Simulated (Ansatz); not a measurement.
# BaO: what relativity and spin–orbit coupling change

```yaml
crystal:
  lattice:
    - [0.00000, 2.75000, 2.75000]
    - [2.75000, 0.00000, 2.75000]
    - [2.75000, 2.75000, 0.00000]
  atoms:
    - { symbol: Ba, position: [0.00000, 0.00000, 0.00000] }
    - { symbol: O, position: [0.50000, 0.50000, 0.50000] }
```

Atom numbers follow the list: Ba1, O2.

The cell is COD entry 5910030, as deposited and not checked against the literature; nothing was relaxed. It differs from other determinations.

One fixed cell is solved with PBE by PAW with the default files in Ansatz 0.2.0 under different relativistic treatments. Pressure is positive in compression.

The runs use a Γ-centred 8×8×8 k mesh, Fermi–Dirac smearing of 0.02 eV, cutoff 420 eV, no spin polarisation.

```json
{"setting": "scalar-relativistic", "P (GPa)": "3.02", "gap over the k mesh and a high-symmetry path (eV)": "1.97", "lowest level at Γ above −25 eV, from the valence-band top or, without a gap, the Fermi level (eV)": "-15.08"}
{"setting": "with spin–orbit coupling", "P (GPa)": "3.00", "gap over the k mesh and a high-symmetry path (eV)": "1.93", "lowest level at Γ above −25 eV, from the valence-band top or, without a gap, the Fermi level (eV)": "-15.13"}
```
